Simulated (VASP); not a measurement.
# Zn (Im-3m) in VASP: a series of runs

One crystal, Zn, is run at these levels: RPBE, r2SCANh+rVV10; tasks: single point.

Everything below comes from runs of VASP 6.6.1. Logs are shortened: lines on timing, memory, paths and dates and some standing lists are left out, and cuts for length are marked.

### 1 Starting point

The structure is cubic, space group Im-3m (No. 229). Conventional cell: a = 3.138 Å, b = 3.138 Å, c = 3.138 Å, α = 90.00°, β = 90.00°, γ = 90.00°. Around Zn (site symmetry m-3m) lie 8 Zn at 2.72 Å.

This isn't the form of Zn at room conditions, which is hcp.

### 2 Single point, RPBE

INCAR reads:

```
SYSTEM = Zn
PREC = Accurate ; ENCUT = 520
EDIFF = 1E-6 ; ISMEAR = 0
SIGMA = 0.02 ; LREAL = .False.
LASPH = .True. ; NELM = 80
ALGO = Normal ; ISIF = 2
LWAVE = .False. ; LCHARG = .False.
GGA = RP
```

KPOINTS reads:

```
Automatic mesh
0
Gamma
  12 12 12
  0 0 0
```

POSCAR reads:

```
Zn
1.0
   -1.5690370000      1.5690370000      1.5690370000
    1.5690370000     -1.5690370000      1.5690370000
    1.5690370000      1.5690370000     -1.5690370000
Zn
1
Cartesian
    0.0000000000      0.0000000000      0.0000000000
```

Potentials or basis: VASP PAW PBE potentials, release 64 (Zn).

On the command line:

```console
$ cat potpaw_PBE.64/Zn/POTCAR > POTCAR
$ mpirun -np 1 vasp_std > vasp.out
```

OUTCAR:

```text
SYSTEM = Zn
   PREC = Accurate
   ENCUT = 520
   EDIFF = 1E-6
   ISMEAR = 0
   LREAL = .False.
   LASPH = .True.
   NELM = 80
   ISIF = 2
   GGA = RP

 ion  position               nearest neighbor table
   1  0.000  0.000  0.000-

  LATTYP: Found a body centered cubic cell.
 ALAT       =     3.1380740000

  Lattice vectors:

 A1 = (  -1.5690370000,   1.5690370000,   1.5690370000)
 A2 = (   1.5690370000,  -1.5690370000,   1.5690370000)
 A3 = (   1.5690370000,   1.5690370000,  -1.5690370000)

Analysis of symmetry for initial positions (statically):
=====================================================================
 Subroutine PRICEL returns:
 Original cell was already a primitive cell.

 Routine SETGRP: Setting up the symmetry group for a
 body centered cubic supercell.

 Subroutine GETGRP returns: Found 48 space group operations
 (whereof 48 operations were pure point group operations)
 out of a pool of 48 trial point group operations.

The static configuration has the point symmetry O_h .

Analysis of symmetry for dynamics (positions and initial velocities):
=====================================================================
 Subroutine PRICEL returns:
 Original cell was already a primitive cell.

 Routine SETGRP: Setting up the symmetry group for a
 body centered cubic supercell.

 Subroutine GETGRP returns: Found 48 space group operations
 (whereof 48 operations were pure point group operations)
 out of a pool of 48 trial point group operations.

The dynamic configuration has the point symmetry O_h .

 Subroutine INISYM returns: Found 48 space group operations
 (whereof 48 operations are pure point group operations),
 and found     1 'primitive' translations

----------------------------------------------------------------------------------------

                                     Primitive cell

  volume of cell :      15.4511

  direct lattice vectors                    reciprocal lattice vectors
    -1.569037000  1.569037000  1.569037000     0.000000000  0.318666800  0.318666800
     1.569037000 -1.569037000  1.569037000     0.318666800  0.000000000  0.318666800
     1.569037000  1.569037000 -1.569037000     0.318666800  0.318666800  0.000000000

  length of vectors
     2.717651803  2.717651803  2.717651803     0.450662911  0.450662911  0.450662911

  position of ions in fractional coordinates (direct lattice)
     0.000000000  0.000000000  0.000000000

  ion indices of the primitive-cell ions
   primitive index   ion index
                 1           1

----------------------------------------------------------------------------------------

 KPOINTS: Automatic mesh

Automatic generation of k-mesh.
 Grid dimensions read from file:
 generate k-points for:   12   12   12

 Generating k-lattice:

  Cartesian coordinates                     Fractional coordinates (reciprocal lattice)
     0.000000000  0.026555567  0.026555567     0.083333333  0.000000000  0.000000000
     0.026555567  0.000000000  0.026555567     0.000000000  0.083333333  0.000000000
     0.026555567  0.026555567  0.000000000     0.000000000  0.000000000  0.083333333

  Length of vectors
     0.037555243  0.037555243  0.037555243

  Shift w.r.t. Gamma in fractional coordinates (k-lattice)
     0.000000000  0.000000000  0.000000000

 Subroutine IBZKPT returns following result:
 ===========================================

 Found     72 irreducible k-points:

 Following reciprocal coordinates:
            Coordinates               Weight
  0.000000  0.000000  0.000000      1.000000
  0.083333  0.000000  0.000000     12.000000
  0.166667  0.000000  0.000000     12.000000
  0.250000  0.000000  0.000000     12.000000
  0.333333  0.000000  0.000000     12.000000
  0.416667  0.000000  0.000000     12.000000
[... 42 lines left out ...]
 -0.250000  0.250000  0.166667     24.000000
 -0.333333  0.333333  0.166667     24.000000
 [... further k-points ...]
   k-points           NKPTS =     72   k-points in BZ     NKDIM =     72   number of bands    NBANDS=     10
   number of dos      NEDOS =    301   number of ions     NIONS =      1
   total plane-waves  NPLWV =   8000
   dimension x,y,z NGX =    20 NGY =   20 NGZ =   20
   dimension x,y,z NGXF=    40 NGYF=   40 NGZF=   40
   ions per type =               1
   NGX,Y,Z   is equivalent  to a cutoff of  12.23, 12.23, 12.23 a.u.
   NGXF,Y,Z  is equivalent  to a cutoff of  24.47, 24.47, 24.47 a.u.
 SYSTEM =  Zn
   PREC   = accura    normal or accurate (medium, high low for compatibility)
   ISTART =      0    job   : 0-new  1-cont  2-samecut
   ICHARG =      2    charge: 1-file 2-atom 10-const
   ISPIN  =      1    spin polarized calculation?
   LNONCOLLINEAR =      F non collinear calculations
   LSORBIT =      F    spin-orbit coupling
   LASPH  =      T    aspherical Exc in radial PAW
   ENCUT  =  520.0 eV  38.22 Ry    6.18 a.u.   5.05  5.05  5.05*2*pi/ulx,y,z
   NELM   =     80;   NELMIN=  2; NELMDL= -5     # of ELM steps
   EDIFF  = 0.1E-05   stopping-criterion for ELM
   LREAL  =      F    real-space projection
   EDIFFG = 0.1E-04   stopping-criterion for IOM
   NSW    =      0    number of steps for IOM
   IBRION =     -1    ionic relax: 0-MD 1-quasi-New 2-CG
   NFREE  =      0    steps in history (QN), initial steepest desc. (CG)
   ISIF   =      2    stress and relaxation
   ISYM   =      2    0-nonsym 1-usesym 2-fastsym
   POTIM  = 0.5000    time-step for ionic-motion
   TEBEG  =    0.0;   TEEND  =   0.0 temperature during run
   PSTRESS=    0.0 pullay stress
   NELECT =      12.0000    total number of electrons
   NUPDOWN=      -1.0000    fix difference up-down
   EMIN   =  10.00;   EMAX   =-10.00  energy-range for DOS
   EFERMI =   0.00;   METHOD = LEGACY
   ISMEAR =     0;   SIGMA  =   0.02  broadening in eV -4-tet -1-fermi 0-gaus
   EFERMI_NEDOS =   21; number of points for ismear=-14 and -15
   IALGO  =     38    algorithm
   IMIX   =      4    mixing-type and parameters
     AMIX     =   0.40;   BMIX     =  1.00
     AMIX_MAG =   1.60;   BMIX_MAG =  1.00
  volume/ion in A,a.u.               =      15.45       104.27
  Fermi-wavevector in a.u.,A,eV,Ry     =   1.504811  2.843681 30.809811  2.264457
  Thomas-Fermi vector in A             =   2.615742
   LORBIT       =      0    0 simple, 1 ext, 2 COOP (PROOUT), +10 PAW based schemes
   GGA     = RP    functional components
   LHFCALC =     F    Hartree Fock is set to
   AEXX    =    0.0000 exact exchange contribution
   IVDW    =     0    specifies the selected vdW correction
   LEPSILON=     F    determine dielectric tensor
   LRPA    =     F    only Hartree local field effects (RPA)
 non-spin polarized calculation
 Gauss-broadening in eV      SIGMA  =   0.02
  energy-cutoff  :      520.00
  volume of cell :       15.45
 maximum number of plane-waves:       430
   NGX = 11   NGY = 11   NGZ = 11

 number of electron      12.0000023 magnetization

 Free energy of the ion-electron system (eV)
  ---------------------------------------------------
  ext. energy  EPLUGINS =         0.00000000
  ---------------------------------------------------
  free energy    TOTEN  =        -0.65192627 eV

  energy without entropy =       -0.65163186  energy(sigma->0) =       -0.65177907

 E-fermi :   3.2032     XC(G=0): -11.3500

 val. band max:        3.1978959037   @ k =   0.4167   0.0833   0.0000
 cond. band min:       3.2603690964   @ k =   0.3333   0.2500   0.0833
 fundamental gap:      0.0624731927
 Fermi energy:         3.2032223600

 k-point     1 :       0.0000    0.0000    0.0000
  band No.  band energies     occupation
      1      -7.0925      2.00000
      2      -4.5102      2.00000
      3      -4.5102      2.00000
      4      -4.5102      2.00000
      5      -4.0160      2.00000
      6      -4.0160      2.00000
      7      22.3173      0.00000
      8      22.3173      0.00000
      9      22.3173      0.00000
     10      23.8786      0.00000

 k-point     2 :       0.0833    0.0000    0.0000
  band No.  band energies     occupation
      1      -6.8741      2.00000
      2      -4.5304      2.00000
      3      -4.5053      2.00000
      4      -4.4595      2.00000
      5      -4.0346      2.00000
      6      -4.0147      2.00000
      7      19.4858      0.00000
      8      20.8815      0.00000
      9      21.3396      0.00000
     10      22.5706      0.00000

 k-point     3 :       0.1667    0.0000    0.0000
  band No.  band energies     occupation
      1      -6.2471      2.00000
      2      -4.5855      2.00000
      3      -4.4767      2.00000
      4      -4.3180      2.00000
      5      -4.0701      2.00000
      6      -4.0107      2.00000
      7      15.2725      0.00000
      8      18.8391      0.00000
      9      19.5636      0.00000
     10      21.0608      0.00000

 k-point     4 :       0.2500    0.0000    0.0000
  band No.  band energies     occupation
      1      -5.4347      2.00000
      2      -4.6604      2.00000
      3      -4.2267      2.00000
      4      -4.1172      2.00000
      5      -4.0831      2.00000
      6      -4.0036      2.00000
      7      11.2900      0.00000
      8      17.0687      0.00000
      9      18.0104      0.00000
     10      19.9013      0.00000
[... 430 lines left out ...]
 k-point    38 :      -0.2500    0.4167    0.0833
  band No.  band energies     occupation
      1      -4.8196      2.00000
      2      -4.6126      2.00000
      3      -4.3647      2.00000
      4      -4.1562      2.00000
      5      -3.9134      2.00000
      6      -1.6362      2.00000
      7       8.6946      0.00000
      8       9.0070      0.00000
      9      17.3879      0.00000
     10      19.3306      0.00000

 k-point    39 :       0.5000    0.5000    0.0833
  band No.  band energies     occupation
      1      -5.0821      2.00000
      2      -4.7487      2.00000
      3      -4.0994      2.00000
      4      -4.0746      2.00000
      5      -3.6907      2.00000
      6       0.9014      2.00000
      7       2.4093      2.00000
      8      13.3875      0.00000
      9      15.0975      0.00000
     10      19.9796      0.00000

 k-point    40 :      -0.4167    0.5000    0.0833
  band No.  band energies     occupation
      1      -4.9767      2.00000
      2      -4.6794      2.00000
      3      -4.2353      2.00000
      4      -4.0942      2.00000
      5      -3.7511      2.00000
      6       0.6465      2.00000
      7       3.5618      0.00000
      8      10.9973      0.00000
      9      15.8250      0.00000
     10      19.8064      0.00000

 [... further k-points ...]

------------------------ aborting loop because EDIFF is reached ----------------------------------------

  FORCE on cell =-STRESS in cart. coord.  units (eV):
  Direction    XX          YY          ZZ          XY          YZ          ZX
  --------------------------------------------------------------------------------------
  -------------------------------------------------------------------------------------
  Total        0.2952070      0.2952070      0.2952070      0.0000000      0.0000000     -0.0000000
  in kB       30.6110145     30.6110145     30.6110145      0.0000000      0.0000000     -0.0000000
  external PRESSURE =      30.6110145 kB  Pullay stress =       0.0000000 kB

 VOLUME and BASIS-vectors are now :
 -----------------------------------------------------------------------------
  energy-cutoff  :      520.00
  volume of cell :       15.45
      direct lattice vectors                 reciprocal lattice vectors
    -1.569037000  1.569037000  1.569037000     0.000000000  0.318666800  0.318666800
     1.569037000 -1.569037000  1.569037000     0.318666800  0.000000000  0.318666800
     1.569037000  1.569037000 -1.569037000     0.318666800  0.318666800  0.000000000

 POSITION                                       TOTAL-FORCE (eV/Angst)
 -----------------------------------------------------------------------------------
      0.00000      0.00000      0.00000        -0.000000     -0.000000      0.000000
 -----------------------------------------------------------------------------------
    total drift:                                0.000000     -0.000000      0.000000

  FREE ENERGIE OF THE ION-ELECTRON SYSTEM (eV)
  ---------------------------------------------------
  free  energy   TOTEN  =        -0.6519262746 eV

  energy  without entropy=       -0.6516318564  energy(sigma->0) =       -0.65177907
```

Run time: 4.4 s. Hardware: 1 thread of AMD EPYC 9R45 (Zen 5), shared host; peak memory 0.09 GiB.

What came out:

| Property | Result |
| --- | --- |
| Free energy | -0.6519 eV |
| Pressure | 3.1 GPa |
| Band gap on the k mesh | none (metal or under the smearing width) |

Caveat: the PAW data sets were made with another functional, which shifts forces and pressure a little.

### 3 Single point, RPBE

run.py reads:

```python
from ase.calculators.vasp import Vasp
from ase.dft.bandgap import bandgap
from ase.io import read

atoms = read('Zn.xyz')
calc = Vasp(
    directory='calc',
    xc='rpbe',
    pp='PBE',
    setups='materialsproject',
    prec='Accurate',
    encut=520,
    ediff=1e-06,
    ismear=0,
    sigma=0.02,
    lreal=False,
    lasph=True,
    nelm=60,
    algo='Normal',
    isif=2,
    lwave=False,
    lcharg=True,
    lelf=True,
    lvhar=True,
    kpts=[12, 12, 12],
    gamma=True,
)
atoms.calc = calc

print('energy (eV):', atoms.get_potential_energy())
print('free energy (eV):', atoms.get_potential_energy(force_consistent=True))
print('forces (eV/A):')
print(atoms.get_forces())
print('stress (eV/A^3, Voigt):', atoms.get_stress())
print('Fermi level (eV):', calc.get_fermi_level())
gap, top, bottom = bandgap(calc)
print('band gap (eV):', gap, 'from (spin, k, band)', top, 'to', bottom)
```

Zn.xyz reads:

```xyz
1
Lattice="-1.5690370000 1.5690370000 1.5690370000 1.5690370000 -1.5690370000 1.5690370000 1.5690370000 1.5690370000 -1.5690370000" Properties=species:S:1:pos:R:3 pbc="T T T"
Zn     0.0000000000      0.0000000000      0.0000000000
```

Potentials or basis: VASP PAW PBE potentials, release 64 (Zn).

On the command line:

```console
$ python run.py
```

Run time: 6.8 s. Hardware: 1 thread of AMD EPYC 9R45 (Zen 5), shared host; peak memory 0.09 GiB.

The run converged. Its results:

```yaml
Free_energy: -0.6519 eV
Pressure: 3.1 GPa
Band_gap_on_the_k_mesh: none (metal or under the smearing width)
```

Levels at points of the mesh, in eV from the Fermi level:
```
           k point  band 3  band 4  band 5  band 6  band 7  band 8  band 9  band 10
(0.00, 0.00, 0.00)   -7.71   -7.71   -7.22   -7.22   19.11   19.11   19.11    20.68
(0.50, 0.00, 0.00)   -7.24   -7.19   -6.89   -2.62   -0.93   11.37   12.70    15.25
(0.50, 0.50, 0.50)   -6.97   -6.97   -6.97    4.24    4.24    4.24    7.60     8.50
```

Caveat: the PAW data sets were made with another functional, which shifts forces and pressure a little.

(Part 1 of 2 ends here.)
